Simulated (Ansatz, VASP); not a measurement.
# C in VASP and in Ansatz

```
CELL_PARAMETERS angstrom
0.00000 1.78337 1.78337
1.78337 0.00000 1.78337
1.78337 1.78337 0.00000
ATOMIC_POSITIONS crystal
C 0.74778 0.75306 0.75416
C 0.48928 0.49860 0.49360
```

Change from the starting cell: atoms moved at random, drawn with an rms of 0.05 Å.

Alike in both runs: task single point; functional PBEsol; k mesh 13 × 13 × 13; occupations fermi-dirac, width 0.05 eV; no spin polarisation.

|  | VASP | Ansatz |
| --- | --- | --- |
| version | VASP 6.6.1 | Ansatz 0.2.0 |
| potentials or method | VASP PAW PBE potentials, release 64 (C) | Ansatz PAW |
| plane-wave cutoff (eV) | 520 | 420 |
| valence electrons in the cell | 8 | 8 |

Ansatz gave:

- gap on the k mesh at the Fermi level (eV): 3.11
- least direct gap on the mesh (eV): 3.94
- pressure (GPa): -4.0
- largest component of the traceless stress (GPa): 1.12
- rms of the force components (eV/Å): 0.954

**Question.** What did VASP give for the same quantities?

**Answer.** gap on the k mesh at the Fermi level (eV): 3.11; least direct gap on the mesh (eV): 3.94; pressure (GPa): -3.0; largest component of the traceless stress (GPa): 1.27; rms of the force components (eV/Å): 0.959.

Atom by atom the forces differ by 0.005 eV/Å (rms over components).

Caveats: the PAW data sets were made with another functional, which shifts forces and pressure a little (VASP); an odd mesh through Γ misses points on the zone boundary, where band edges often lie (VASP); odd divisions of the mesh miss points on the zone boundary, where band edges often lie, so the gap on the mesh can be too wide (Ansatz); the pressure holds a Pulay correction of +1.0 GPa for the finite cutoff (Ansatz); the PAW data sets come from PBE, with cores solved anew for the run's functional, which leaves a small shift of forces and pressure (Ansatz).
